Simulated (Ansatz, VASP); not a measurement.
## In in VASP and in Ansatz

```
In
1.0
    -1.63468    1.63468    2.56986
     1.63468   -1.63468    2.56986
     1.63468    1.63468   -2.56986
In
1
Direct
  0.00000 0.00000 0.00000
```

Alike in both runs: functional PBE; k mesh 16 × 16 × 16; occupations gaussian, width 0.1 eV; no spin polarisation.

Ansatz relaxed the structure, and its values are those at the end. VASP's run is a single point on that final structure, the one shown.

|  | VASP | Ansatz |
| --- | --- | --- |
| version | VASP 6.6.1 | Ansatz 0.2.0 |
| potentials or method | VASP PAW PBE potentials, release 64 (In_d) | scalar-relativistic, plane waves, PAW |
| plane-wave cutoff (eV) | 520 | 420 |
| valence electrons in the cell | 13 | 13 |

|  | VASP | Ansatz | Ansatz less VASP |
| --- | --- | --- | --- |
| gap on the k mesh at the Fermi level (eV) | none | none | - |
| pressure (GPa) | -0.1 | 0.0 | +0.05 |

A gap of «none» marks a metal or a gap that the smearing closes. With one functional, cell and mesh, what is left measures potentials, basis and numerics.
